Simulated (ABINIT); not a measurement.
The system is SiC.

```xyz
8
Lattice="3.0757 0.0000 0.0000 -1.5378 2.6636 0.0000 0.0000 0.0000 10.0706" Properties=species:S:1:pos:R:3 pbc="T T T"
Si    0.0000    0.0000    1.8922
Si    0.0000    0.0000    6.9275
Si    0.0000    1.7758    4.4094
Si    1.5378    0.8879    9.4447
C     0.0000    0.0000    0.0046
C     0.0000    0.0000    5.0400
C     0.0000    1.7758    2.5157
C     1.5378    0.8879    7.5510
```

The cell is a database's computed one.

Base run:

- Program: ABINIT 10.8.3 (patched build)
- Functional: HCTH407
- Potentials or basis: JTH PAW PBE v2.0
- Cutoff: 544 eV
- k mesh: 10 × 10 × 3
- Occupations: fermi-dirac, width 0.05 eV
- Spin: no spin polarisation

Its results: band gap on the k mesh 2.56 eV, indirect (least direct gap 3.71 eV); pressure 0.5 GPa; largest force 0.018 eV/Å.

Problem. After a change of settings the same cell gave: band gap on the k mesh 2.25 eV, indirect (least direct gap 3.38 eV); pressure 5.6 GPa; largest force 0.007 eV/Å. Which change was it?
A. functional from HCTH407 to revPBE
B. functional from HCTH407 to PBEsol; k mesh from 10 × 10 × 3 to 6 × 6 × 2
C. functional from HCTH407 to LDA-PZ; potentials or basis from JTH PAW PBE v2.0 to JTH PAW LDA v2.0
D. functional from HCTH407 to LDA-VWN; potentials or basis from JTH PAW PBE v2.0 to JTH PAW LDA v2.0

Solution. A.

Caveats: the PAW data sets were made with another functional, which shifts forces and pressure a little.

Runs at the PBE level aren't shown here.
